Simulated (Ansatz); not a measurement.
# Ti: the cost of one run

Method: DFT PBE, scalar-relativistic, plane waves, PAW, in Ansatz 0.2.0.

6 further runs of the same task are left out: 6 set aside as unsound or not needed.

### 1 Starting point

The structure is hexagonal, space group P6/mmm (No. 191). Conventional cell: a = 4.579 Å, b = 4.579 Å, c = 2.832 Å, α = 90.00°, β = 90.00°, γ = 120.00°. Ti (site symmetry 6/mmm) has 14 Ti at 2.83 to 3.00 Å as nearest neighbours. Ti (site symmetry -6m2) has 11 Ti at 2.64 to 3.00 Å as nearest neighbours.

Coordinates:

```xyz
3
Lattice="4.5791 0.0000 0.0000 -2.2895 3.9656 0.0000 0.0000 0.0000 2.8318" Properties=species:S:1:pos:R:3 pbc="T T T"
Ti    0.0000    0.0000    0.0000
Ti    0.0000    2.6437    1.4159
Ti    2.2895    1.3219    1.4159
```

It goes back to an entry of the Materials Project, which need not be the stable form.

It is the result of an earlier relaxation at this level (volume 17.14 Å³/atom; gap on the mesh: none (metal)).

### 2 The scan

The energy is mapped over two normal modes frozen in (zone-centre modes of the cell shown, which folds in the wave vector (0, 1/2, 1/2) of the primitive cell).

- amplitude of mode 4 (113 cm⁻¹), largest displacement: 11 values from −0.142 to 0.142 Å
- amplitude of mode 5 (135 cm⁻¹), largest displacement: 11 values from −0.118 to 0.118 Å

Nothing else is relaxed (the cell and all other modes fixed). Energies count from the relaxed high-symmetry cell. Points are written as (first, second).

The modes come from a phonon run on the reference cell, made beforehand.

The patterns, per unit of each coordinate (Å):

```csv
atom,x1,y1,z1,x2,y2,z2
Ti1,0.000,0.000,0.000,0.000,0.000,0.000
Ti2,0.000,0.000,0.000,0.000,0.000,0.000
Ti3,1.000,0.000,0.000,0.000,0.000,1.000
Ti4,-1.000,0.000,0.000,0.000,0.000,1.000
Ti5,1.000,0.000,0.000,0.000,0.000,-1.000
Ti6,-1.000,0.000,0.000,0.000,0.000,-1.000
```

### 3 Grid point (−0.142 Å, −0.024 Å)

input.yaml reads:

```yaml
crystal:
  lattice:
    - [-4.5790987815, 0.0, 0.0]
    - [-2.2895493907, 3.9656158712, 2.8317615652]
    - [-2.2895493907, 3.9656158712, -2.8317615652]
  atoms:
    - { symbol: Ti, position: [0.0, 0.0, 0.0] }
    - { symbol: Ti, position: [0.0, 0.5, 0.5] }
    - { symbol: Ti, position: [0.6976771355, 0.5791663158, 0.0875003508] }
    - { symbol: Ti, position: [0.6356561979, 0.0791663158, 0.5875003508] }
    - { symbol: Ti, position: [0.3643438021, 0.4208336842, 0.9124996492] }
    - { symbol: Ti, position: [0.3023228645, 0.9208336842, 0.4124996492] }
basis:
  ecutwfc: 520.0
kpoints:
  mp_grid: { grid: [10, 10, 10] }
hamiltonian:
  xc: pbe
  pseudopotentials: { kind: paw, azcp: { folder: soft_1 } }
scf:
  occupations: { method: gaussian, width: 0.15 }
output:
  forces: true
  stress: true
  eigenvalues: true
  write_density: true
  write_potential: true
  elf: true
  volumetric_format: npy
```

Launch:

```sh
> ansatz run input.yaml --threads 4 --pin off --max-ram 8192MiB --backend cpu --events-out ev --progress --plain --runs-dir out
```

What time and memory should one allow on 4 threads of Intel Xeon Platinum 8488C (Sapphire Rapids), shared host?

About 24 s, with a peak of 1.4 GiB.
